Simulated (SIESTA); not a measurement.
Crystal: SiO2.

```
CELL_PARAMETERS angstrom
-2.62334 4.77675 4.44167
2.62334 -4.77675 4.44167
2.62334 4.77675 -4.44167
ATOMIC_POSITIONS crystal
Si 0.26034 0.84494 0.41540
Si 0.07045 0.15506 0.91540
Si 0.73966 0.15506 0.58460
Si 0.92955 0.84494 0.08460
O 0.50000 0.00000 0.50000
O 0.00000 0.00000 0.00000
O 0.79318 0.00000 0.29318
O 0.20682 0.50000 0.20682
O 0.20682 0.00000 0.70682
O 0.79318 0.50000 0.79318
O 0.86931 0.11931 0.75000
O 0.13069 0.88069 0.25000
```

The cell comes from a database or a generator and needn't be the stable form of this composition.

Base run:

| Item | Value |
| --- | --- |
| Program | SIESTA 5.4.2 |
| Functional | PBEsol |
| Potentials or basis | PseudoDojo 0.4 standard (PBEsol files) |
| Basis | DZP (energy shift 0.003 Ry) |
| Grid cutoff | 800 Ry |
| Energy shift | 0.003 Ry |
| k mesh | 6 × 6 × 6 |
| Occupations | fermi-dirac, width 0.05 eV |
| Spin | no spin polarisation |

Its results: band gap on the k mesh 6.64 eV, direct; pressure 4.1 GPa; largest force 0.528 eV/Å.

Problem. The run is repeated on the same cell with these changes: functional from PBEsol to LDA; potentials or basis from PseudoDojo 0.4 standard (PBEsol files) to PseudoDojo 0.4 standard (LDA files). What comes out?

Solution. Band gap on the k mesh 6.63 eV, direct; pressure 0.7 GPa; largest force 0.313 eV/Å.

Caveats: the basis of atomic orbitals isn't converged, which shifts pressures, moduli and gaps.

A k mesh can miss the band edges.
